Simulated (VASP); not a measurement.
A run of VASP 6.6.1:

INCAR

```
ALGO = Normal
EDIFF = 1E-6
ENCUT = 400
GGA = PE
ISIF = 2
ISMEAR = 0
ISYM = 0
LASPH = True
LCHARG = False
LREAL = False
LWAVE = False
NBANDS = 15
NELM = 80
PREC = Accurate
SIGMA = 0.01
```

Contents of KPOINTS:

```
k-points
0
Gamma
  1 1 1
```

Contents of POSCAR:

```
H2C                                     
1.0
   13.0146151263      0.0000000000      0.0000000000
    0.0000000000     13.5146151263      0.0000000000
    0.0000000000      0.0000000000     14.0146151263
  C               H             
     2     4
Selective dynamics
Direct
     0.5432027012999967    0.4875295362000003    0.4812177697999971   F   F   F
     0.4557465831365733    0.5202657023676056    0.5192354666373624   T   T   T
     0.5651186226958820    0.4096132588054446    0.4843618335108243   T   T   T
     0.5968690638748160    0.5371520280650733    0.4452231715576657   T   T   T
     0.4342161829568683    0.5983134218248525    0.5158786293527448   T   T   T
     0.4023409462115169    0.4702679330099405    0.5551686468713193   T   T   T
```

Potentials or basis: VASP PAW PBE potentials, release 64 (C, H).

Launch:

```sh
$ cat potpaw_PBE.64/C/POTCAR potpaw_PBE.64/H/POTCAR > POTCAR
$ mpirun -np 1 vasp_gam > vasp.out
```

Hardware: 1 thread of Intel(R) Xeon(R) 6975P-C (Granite Rapids) (shared host).

Problem. How long does it take, and how much memory?

Solution. Wall time 110 s on 1 thread of Intel(R) Xeon(R) 6975P-C (Granite Rapids) (shared host), peak memory 1.2 GiB. Counts: scf iterations 25, k points 1.
